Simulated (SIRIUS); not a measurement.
# Ta (Im-3m) in SIRIUS: convergence with gk cutoff, part 2 of 2

SIRIUS 7.12.0.

### Step 6. With gk cutoff 3.3 1/bohr

File sirius.json:

```json
{
  "control": {
    "processing_unit": "cpu",
    "std_evp_solver_name": "lapack",
    "gen_evp_solver_name": "lapack",
    "verbosity": 2,
    "print_forces": true,
    "ortho_rf": true,
    "use_second_variation": true,
    "rmt_max": 3.0,
    "num_bands_to_print": 22,
    "save_wf": true
  },
  "parameters": {
    "electronic_structure_method": "full_potential_lapwlo",
    "xc_functionals": ["XC_GGA_X_PBE_SOL", "XC_GGA_C_PBE_SOL"],
    "core_relativity": "dirac",
    "valence_relativity": "iora",
    "num_fv_states": 22,
    "smearing": "fermi_dirac",
    "smearing_width": 0.0018374661,
    "pw_cutoff": 20,
    "gk_cutoff": 3.3,
    "lmax_apw": 10,
    "lmax_rho": 8,
    "lmax_pot": 8,
    "num_mag_dims": 0,
    "auto_rmt": 0,
    "ngridk": [11, 11, 11],
    "shiftk": [0, 0, 0],
    "num_dft_iter": 80,
    "energy_tol": 1e-07,
    "density_tol": 1e-05,
    "use_symmetry": true
  },
  "settings": {"tol_ne": 1e-10},
  "iterative_solver": {"type": "exact"},
  "mixer": {"type": "anderson", "beta": 0.5, "max_history": 8},
  "unit_cell": {
    "lattice_vectors": [
      [-3.1204669551, 3.1204669551, 3.1204669551],
      [3.1204669551, -3.1204669551, 3.1204669551],
      [3.1204669551, 3.1204669551, -3.1204669551]
    ],
    "atom_types": ["Ta"],
    "atom_files": {"Ta": "Ta.json"},
    "atoms": {"Ta": [[0.0, 0.0, 0.0]]}
  }
}
```

File Ta.json:

```json
{
  "name": "tantalum",
  "symbol": "Ta",
  "number": 73,
  "mass": 180.94788,
  "rmin": 1e-06,
  "rmt": 2.65,
  "nrmt": 800,
  "rinf": 15.8,
  "core": "1s2s2p3s3p3d4s4p4d",
  "valence": [
    {"basis": [{"enu": 0.19, "dme": 0, "n": 0, "auto": 0}, {"enu": 0.19, "dme": 1, "n": 0, "auto": 0}]},
    {"l": 0, "n": 1, "basis": [{"enu": 0.29, "dme": 0, "n": 0, "auto": 0}]},
    {"l": 1, "n": 2, "basis": [{"enu": 0.29, "dme": 0, "n": 0, "auto": 0}]},
    {"l": 2, "n": 3, "basis": [{"enu": 0.29, "dme": 0, "n": 0, "auto": 0}]},
    {"l": 3, "n": 4, "basis": [{"enu": 0.29, "dme": 0, "n": 0, "auto": 0}]},
    {"l": 4, "n": 5, "basis": [{"enu": 0.29, "dme": 0, "n": 0, "auto": 0}]}
  ],
  "lo": [
    {"l": 0, "basis": [{"enu": 0.29, "dme": 0, "n": 0, "auto": 0}, {"enu": 0.29, "dme": 1, "n": 0, "auto": 0}]},
    {
      "l": 0,
      "basis": [{"enu": -2.2472, "dme": 0, "n": 5, "auto": 1}, {"enu": -2.2472, "dme": 1, "n": 5, "auto": 1}]
    },
    {
      "l": 0,
      "basis": [{"enu": -2.2472, "dme": 1, "n": 5, "auto": 1}, {"enu": 0.29, "dme": 0, "n": 0, "auto": 0}]
    },
    {"l": 0, "basis": [{"enu": 0.29, "dme": 0, "n": 0, "auto": 0}, {"enu": 2.5684, "dme": 0, "n": 0, "auto": 0}]},
    {"l": 1, "basis": [{"enu": 0.29, "dme": 0, "n": 0, "auto": 0}, {"enu": 0.29, "dme": 1, "n": 0, "auto": 0}]},
    {
      "l": 1,
      "basis": [{"enu": -1.0203, "dme": 0, "n": 5, "auto": 1}, {"enu": -1.0203, "dme": 1, "n": 5, "auto": 1}]
    },
    {
      "l": 1,
      "basis": [{"enu": -1.0203, "dme": 1, "n": 5, "auto": 1}, {"enu": 0.29, "dme": 0, "n": 0, "auto": 0}]
    },
    {"l": 1, "basis": [{"enu": 0.29, "dme": 0, "n": 0, "auto": 0}, {"enu": 2.9101, "dme": 0, "n": 0, "auto": 0}]},
    {"l": 2, "basis": [{"enu": 0.29, "dme": 0, "n": 0, "auto": 0}, {"enu": 0.29, "dme": 1, "n": 0, "auto": 0}]},
    {"l": 2, "basis": [{"enu": 0.29, "dme": 1, "n": 0, "auto": 0}, {"enu": 0.29, "dme": 2, "n": 0, "auto": 0}]},
    {"l": 2, "basis": [{"enu": 0.29, "dme": 0, "n": 0, "auto": 0}, {"enu": 2.5114, "dme": 0, "n": 0, "auto": 0}]},
    {"l": 3, "basis": [{"enu": 0.29, "dme": 0, "n": 0, "auto": 0}, {"enu": 0.29, "dme": 1, "n": 0, "auto": 0}]},
    {
      "l": 3,
      "basis": [{"enu": -0.4947, "dme": 0, "n": 4, "auto": 1}, {"enu": -0.4947, "dme": 1, "n": 4, "auto": 1}]
    },
    {
      "l": 3,
      "basis": [{"enu": -0.4947, "dme": 1, "n": 4, "auto": 1}, {"enu": 0.29, "dme": 0, "n": 0, "auto": 0}]
    },
    {"l": 3, "basis": [{"enu": 0.29, "dme": 0, "n": 0, "auto": 0}, {"enu": 3.5937, "dme": 0, "n": 0, "auto": 0}]},
    {"l": 4, "basis": [{"enu": 0.29, "dme": 0, "n": 0, "auto": 0}, {"enu": 0.29, "dme": 1, "n": 0, "auto": 0}]},
    {"l": 4, "basis": [{"enu": 0.29, "dme": 0, "n": 0, "auto": 0}, {"enu": 3.0241, "dme": 0, "n": 0, "auto": 0}]}
  ],
  "free_atom": [... radial grid and density of the free atom, the start of the SCF ...]
}
```

File sirius_start.json:

```json
{
  "control": {
    "processing_unit": "cpu",
    "std_evp_solver_name": "lapack",
    "gen_evp_solver_name": "lapack",
    "verbosity": 1,
    "print_forces": false,
    "ortho_rf": true,
    "use_second_variation": true,
    "rmt_max": 3.0,
    "num_bands_to_print": 22,
    "save_wf": false
  },
  "parameters": {
    "electronic_structure_method": "full_potential_lapwlo",
    "xc_functionals": ["XC_LDA_X", "XC_LDA_C_PW"],
    "core_relativity": "dirac",
    "valence_relativity": "iora",
    "num_fv_states": 22,
    "smearing": "fermi_dirac",
    "smearing_width": 0.0055123983,
    "pw_cutoff": 20,
    "gk_cutoff": 2.64,
    "lmax_apw": 10,
    "lmax_rho": 8,
    "lmax_pot": 8,
    "num_mag_dims": 0,
    "auto_rmt": 0,
    "ngridk": [4, 4, 4],
    "shiftk": [0, 0, 0],
    "num_dft_iter": 30,
    "energy_tol": 0.01,
    "density_tol": 0.05,
    "use_symmetry": true
  },
  "settings": {"tol_ne": 1e-10},
  "iterative_solver": {"type": "exact"},
  "mixer": {"type": "anderson", "beta": 0.5, "max_history": 8},
  "unit_cell": {
    "lattice_vectors": [
      [-3.1204669551, 3.1204669551, 3.1204669551],
      [3.1204669551, -3.1204669551, 3.1204669551],
      [3.1204669551, 3.1204669551, -3.1204669551]
    ],
    "atom_types": ["Ta"],
    "atom_files": {"Ta": "Ta.json"},
    "atoms": {"Ta": [[0.0, 0.0, 0.0]]}
  }
}
```

Potentials or basis: all-electron FP-LAPW, apw+lo standard.

Command:

```console
$ OMP_NUM_THREADS=1 sirius.scf --input=sirius_start.json --output=start.json
$ OMP_NUM_THREADS=1 sirius.scf --input=sirius.json --output=output.json --task=1
```

Wall time 38 s (1 thread of AMD EPYC 7B13 (Zen 3), shared host); peak memory 0.32 GiB.

What came out:

```
Free energy                                       : -425082.0750 eV
Band gap on the k mesh                            : none (metal or under the smearing width)
All electrons inside the program's atomic spheres : Ta 71.40 (radii Ta 2.65 bohr)
```

### Step 7. With gk cutoff 3.65 1/bohr

Changes to sirius.json since step 6:

```diff
@@ -22,4 +22,4 @@
     "pw_cutoff": 20,
-    "gk_cutoff": 3.3,
-    "lmax_apw": 10,
+    "gk_cutoff": 3.65,
+    "lmax_apw": 11,
     "lmax_rho": 8,
```

Ta.json is that of step 6.

Changes to sirius_start.json since step 6:

```diff
@@ -22,4 +22,4 @@
     "pw_cutoff": 20,
-    "gk_cutoff": 2.64,
-    "lmax_apw": 10,
+    "gk_cutoff": 2.78,
+    "lmax_apw": 11,
     "lmax_rho": 8,
```

Command:

```console
$ OMP_NUM_THREADS=1 sirius.scf --input=sirius_start.json --output=start.json
$ OMP_NUM_THREADS=1 sirius.scf --input=sirius.json --output=output.json --task=1
```

Wall time 40 s (1 thread of AMD EPYC 7B13 (Zen 3), shared host); peak memory 0.36 GiB.

It converged, with:

| Quantity | Value |
| --- | --- |
| Free energy | -425082.0922 eV |
| Band gap on the k mesh | none (metal or under the smearing width) |
| All electrons inside the program's atomic spheres | Ta 71.40 (radii Ta 2.65 bohr) |

### Step 8. With gk cutoff 3.99 1/bohr

Changes to sirius.json since step 7:

```diff
@@ -21,5 +21,5 @@
     "smearing_width": 0.0018374661,
-    "pw_cutoff": 20,
-    "gk_cutoff": 3.65,
-    "lmax_apw": 11,
+    "pw_cutoff": 21,
+    "gk_cutoff": 3.99,
+    "lmax_apw": 12,
     "lmax_rho": 8,
```

Ta.json is that of step 7.

Changes to sirius_start.json since step 7:

```diff
@@ -21,5 +21,5 @@
     "smearing_width": 0.0055123983,
-    "pw_cutoff": 20,
+    "pw_cutoff": 21,
     "gk_cutoff": 2.78,
-    "lmax_apw": 11,
+    "lmax_apw": 12,
     "lmax_rho": 8,
```

Potentials or basis: all-electron FP-LAPW, apw+lo standard.

Command:

```console
$ OMP_NUM_THREADS=1 sirius.scf --input=sirius_start.json --output=start.json
$ OMP_NUM_THREADS=1 sirius.scf --input=sirius.json --output=output.json --task=1
```

Standard output:

```text
[info] SIRIUS version : 7.12.0
[info] number of MPI ranks           : 1
[info] MPI grid                      : 1 1
[info] maximum number of OMP threads : 1
[fft] FFT context for density and potential
[fft] =====================================
[fft]   plane wave cutoff                     : 21
[fft]   grid size                             : 40 40 40   total : 64000
[fft]   grid limits                           : -19 20   -19 20   -19 20
[fft]   number of G-vectors within the cutoff : 19069
[fft]   number of G-shells                    : 510
[fft] FFT context for coarse grid
[fft] =====================================
[fft]   plane wave cutoff                     : 7.98
[fft]   grid size                             : 16 16 16   total : 4096
[fft]   grid limits                           : -7 8   -7 8   -7 8
[fft]   number of G-vectors within the cutoff : 1055
[fft]   number of G-shells                    : 40
[unit cell] lattice vectors
[unit cell]   a1 :      -3.1204669551      3.1204669551      3.1204669551
[unit cell]   a2 :       3.1204669551     -3.1204669551      3.1204669551
[unit cell]   a3 :       3.1204669551      3.1204669551     -3.1204669551
[unit cell] reciprocal lattice vectors
[unit cell]   b1 :       0.0000000000      1.0067700440      1.0067700440
[unit cell]   b2 :       1.0067700440      0.0000000000      1.0067700440
[unit cell]   b3 :       1.0067700440      1.0067700440      0.0000000000
[unit cell] unit cell volume :       121.53986650 [a.u.^3]
[unit cell] 1/sqrt(omega)    :         0.09070696
[unit cell] MT volume        :        77.95181491 (64.14%)
[unit cell] IT volume        :        43.58805158 (35.86%)
[unit cell] number of atom types : 1
[unit cell] type id : 0 symbol : Ta mt_radius :   2.650000 num_atoms : 1
[unit cell] total number of atoms : 1
[unit cell] number of symmetry classes : 1
[unit cell] atom id  type id  class id             position                      vector_field
[unit cell] ------------------------------------------------------------------------------------------
[... 327 lines left out ...]
[diagonalize] ik:    4   -2.060929   -0.847962   -0.823177   -0.811670   -0.292900   -0.292717   -0.292349   -0.291809   -0.291408   -0.291358   -0.290458    0.233973    0.355392    0.411038    0.542787    0.568324    0.613457    0.876789    0.901588    1.114275    1.230888    1.264656
[diagonalize] ...
[diagonalize] ik:   51   -2.058031   -0.845046   -0.839671   -0.830819   -0.293042   -0.292638   -0.292504   -0.292170   -0.291145   -0.290996   -0.290759    0.292496    0.301511    0.451339    0.544911    0.624827    0.752948    0.775661    0.849585    1.121643    1.173623    1.211350
[diagonalize] ik:   52   -2.058149   -0.841204   -0.836428   -0.836428   -0.292866   -0.292686   -0.292314   -0.292314   -0.291183   -0.290964   -0.290964    0.293221    0.294511    0.520102    0.520102    0.597269    0.604394    0.914120    0.914120    1.028827    1.210808    1.245085
[diagonalize] ik:   53   -2.057634   -0.843647   -0.838781   -0.836983   -0.293170   -0.292630   -0.292456   -0.292383   -0.290976   -0.290814   -0.290771    0.278929    0.284272    0.537838    0.538390    0.645163    0.678958    0.809854    0.839250    1.067034    1.203720    1.221001
[diagonalize] ik:   54   -2.057386   -0.842236   -0.842236   -0.837409   -0.293300   -0.292547   -0.292547   -0.292445   -0.290816   -0.290816   -0.290671    0.273938    0.273938    0.537051    0.617742    0.617742    0.760617    0.760617    0.766052    1.051138    1.219398    1.219398
[diagonalize] ik:   55   -2.057145   -0.841838   -0.841179   -0.841179   -0.293421   -0.292570   -0.292515   -0.292515   -0.290707   -0.290677   -0.290677    0.264428    0.266005    0.614838    0.614838    0.644933    0.695048    0.761974    0.761974    0.998934    1.233393    1.244943
[generate_core_charge_density] atom class : 0
[generate_core_charge_density]   n,l,k : 1 0 1  energy :       -2470.99602384
[generate_core_charge_density]   n,l,k : 2 0 1  energy :        -423.77576493
[generate_core_charge_density]   n,l,k : 2 1 1  energy :        -404.97523510
[generate_core_charge_density]   n,l,k : 2 1 2  energy :        -358.31645903
[generate_core_charge_density]   n,l,k : 3 0 1  energy :         -96.59717391
[generate_core_charge_density]   n,l,k : 3 1 1  energy :         -88.24580041
[generate_core_charge_density]   n,l,k : 3 1 2  energy :         -78.20160595
[generate_core_charge_density]   n,l,k : 3 2 2  energy :         -64.10407558
[generate_core_charge_density]   n,l,k : 3 2 3  energy :         -61.91573725
[generate_core_charge_density]   n,l,k : 4 0 1  energy :         -19.19444772
[generate_core_charge_density]   n,l,k : 4 1 1  energy :         -15.75357840
[generate_core_charge_density]   n,l,k : 4 1 2  energy :         -13.43733245
[generate_core_charge_density]   n,l,k : 4 2 2  energy :          -7.78496638
[generate_core_charge_density]   n,l,k : 4 2 3  energy :          -7.35942463
[find] Total energy                   :  -15621.47865463 (Ha),  -31242.95730925 (Ry)
[find] iteration : 1, RMS (target) : 1.5849e-01 (1.0000e-05) , energy difference (target) : -1.1127e-05 (1.0000e-07)
[find] Total energy                   :  -15621.47862008 (Ha),  -31242.95724016 (Ry)
[... 17 lines left out ...]
[find] valence_eval_sum               :     -11.00043146
[find] core_eval_sum                  :   -9541.01513568
[find] kinetic energy                 :   17535.11588185
[find] enuc                           :  -19506.15908702
[find] <rho|V^{XC}>                   :    -412.13737387
[find] <rho|E^{XC}>                   :    -312.93836555
[find] <mag|B^{XC}>                   :       0.00000000
[find] <rho|V^{H}>                    :  -26674.99407512
[find] smearing (-TS)                 :      -0.00029225
[find] SCF correction                 :      -0.00003233
[find] Total energy                   :  -15621.47864061 (Ha),  -31242.95728122 (Ry)
[find] Free energy (E-TS)             :  -15621.47893286 (Ha),  -31242.95786571 (Ry)
[find] band gap (eV)                  :       0.00000000
[find] Efermi                         :       0.42152489
[find] iteration : 6, RMS (target) : 8.7652e-07 (1.0000e-05) , energy difference (target) : -2.0327e-08 (1.0000e-07)
[find] converged after 7 SCF iterations!
[find] Charges and magnetic moments
[find] --------------------------------------------------------------------------------
[find] atom      charge    core leakage
[find] --------------------------------------------------------------------------------
[find]    0   71.401135    5.601000e-07
[find] total core leakage    : 5.60099977e-07
[find] interstitial charge   : 1.598861
[find] total charge          : 72.999996
[find] Energy
[find] --------------------------------------------------------------------------------
[find] valence_eval_sum               :     -11.00043146
[find] core_eval_sum                  :   -9541.01513568
[find] kinetic energy                 :   17535.11588185
[find] enuc                           :  -19506.15908702
[find] <rho|V^{XC}>                   :    -412.13737387
[find] <rho|E^{XC}>                   :    -312.93836555
[find] <mag|B^{XC}>                   :       0.00000000
[find] <rho|V^{H}>                    :  -26674.99407512
[find] smearing (-TS)                 :      -0.00029225
[find] SCF correction                 :      -0.00003233
[find] Total energy                   :  -15621.47864061 (Ha),  -31242.95728122 (Ry)
[find] Free energy (E-TS)             :  -15621.47893286 (Ha),  -31242.95786571 (Ry)
[find] band gap (eV)                  :       0.00000000
[find] Efermi                         :       0.42152489
[ground_state]
[ground_state] ==== total Forces in Ha/bohr =====
[ground_state] atom:    0, force:       0.0000000      0.0000000      0.0000000
[ground_state] ==== contribution from density =====
[ground_state] atom:    0, force:       0.0000000      0.0000000      0.0000000
[ground_state] ==== contribution from Hartree potential =====
[ground_state] atom:    0, force:       0.0000000      0.0000000      0.0000000
[ground_state] ==== contribution from IBS =====
[ground_state] atom:    0, force:       0.0000000      0.0000000      0.0000000
```

It took 44 s on 1 thread of AMD EPYC 7B13 (Zen 3), shared host; peak memory 0.41 GiB.

What came out:

* Free energy: -425082.0970 eV
* Band gap on the k mesh: none (metal or under the smearing width)
* All electrons inside the program's atomic spheres: Ta 71.40 (radii Ta 2.65 bohr)

### Step 9. Summary

```tsv
gk cutoff	energy less the tightest run, at zero smearing (meV/atom)	SCF cycles	CPU time (s)	peak memory (GiB)
1.91 1/bohr	2227.95	9	27	0.29
2.26 1/bohr	898.97	7	36	0.29
2.6 1/bohr	278.64	7	36	0.3
2.95 1/bohr	80.59	7	36	0.31
3.3 1/bohr	21.94	7	37	0.32
3.65 1/bohr	4.73	7	40	0.36
3.99 1/bohr	0.00	7	44	0.41
```

Not settled before the last step: the energy (to 1 meV/atom). The tightest run that finished is the yardstick and may itself not be fully converged.
